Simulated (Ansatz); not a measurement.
**CdS (P6_3mc) on a mismatched substrate**

```
CELL_PARAMETERS angstrom
4.12386 0.00000 0.00000
-2.06193 3.57137 0.00000
0.00000 0.00000 6.70969
ATOMIC_POSITIONS crystal
Cd 0.33333 0.66667 0.99922
Cd 0.66667 0.33333 0.49922
S 0.33333 0.66667 0.37578
S 0.66667 0.33333 0.87578
```

This cell was relaxed by PAW under PBEsol. A film on a (0001) substrate is mimicked by stretching x and y by ε∥; the length along z and the atoms then relax by PAW (default files of Ansatz 0.2.0, cutoff 420 eV, stress met within about 0.05 GPa). Stress and levels come from PBEsol, all-electron LAPW in Ansatz 0.2.0, with spin-orbit coupling; k mesh 6×6×4, fixed occupations, basis error target 0.5 meV/atom. Conduction levels are in eV over the valence top, at fixed fractional wave vectors; spin-orbit pairs are averaged.

| ε∥ (%) | ε⊥ (%) | σ∥ (GPa, tension positive) | Γ | A ∥ z | L (oblique) | M ⊥ z | 2nd valence level at Γ | 3rd |
| --- | --- | --- | --- | --- | --- | --- | --- | --- |
| -2.0 | 1.882 | -1.93 | 1.029 | 2.814 | 3.193 | 3.546 | -0.029 | -0.217 |
| -1.0 | ? | ? | ? | ? | ? | ? | ? | ? |
| -0.5 | 0.470 | -0.45 | 1.071 | 2.757 | 3.306 | 3.599 | -0.022 | -0.103 |
| 0.0 | 0.000 | 0.02 | 1.079 | 2.739 | 3.340 | 3.612 | -0.016 | -0.073 |
| 0.5 | -0.469 | 0.50 | 1.084 | 2.720 | 3.371 | 3.623 | -0.006 | -0.052 |
| 1.0 | -0.932 | 0.98 | 1.076 | 2.692 | 3.388 | 3.618 | -0.011 | -0.053 |
| 2.0 | -1.913 | 1.87 | 1.035 | 2.618 | 3.400 | 3.547 | -0.053 | -0.086 |

The last two columns are counted from the highest valence level at Γ.

Task: How does the film contract along z, and how stiff is it in the plane?

Result: Quadratic fits through the 6 rows shown have slopes dε⊥/dε∥ = -0.946 and dσ∥/dε∥ = 95.2 GPa at zero strain. Elasticity asks −2C13/C33 = -0.951 and C11 + C12 − 2C13²/C33 = 95.4 GPa, from PAW constants C11 = 85.8, C12 = 52.4, C13 = 45.0, C33 = 94.8 GPa. At the level of the σ∥ column the films keep up to 0.02 GPa along z against the unstrained cell, and the constants are scalar-relativistic PAW values, so part of the difference is the change of level.

Task: Fill the row at ε∥ = -1.0 %.

Result: The fits give ε⊥ = 0.947 % and σ∥ = -0.94 GPa. Computed: ε⊥ (%) = 0.934, σ∥ (GPa, tension positive) = -0.94, Γ = 1.060, A ∥ z = 2.776, L (oblique) = 3.271, M ⊥ z = 3.583, 2nd valence level at Γ = -0.025, 3rd = -0.137. Another valence state can take the top inside this range (see the last two columns), which bends the levels.

Task: What is the slope of the gap under small compression and under small tension?

Result: dE_g/dε∥ is 16 meV per % on the compressed side and 11 on the stretched side, so the gap falls under compression and rises under tension. The lowest conduction level stays at Γ.

Limits of these numbers: the frozen-core PAW files of the relaxations were fitted under PBE, their cores solved anew for this functional; semilocal gaps are low, and the spacing of valleys can be off by tenths of an eV; levels are read at fixed fractional k, so an edge that moves off these points is missed.
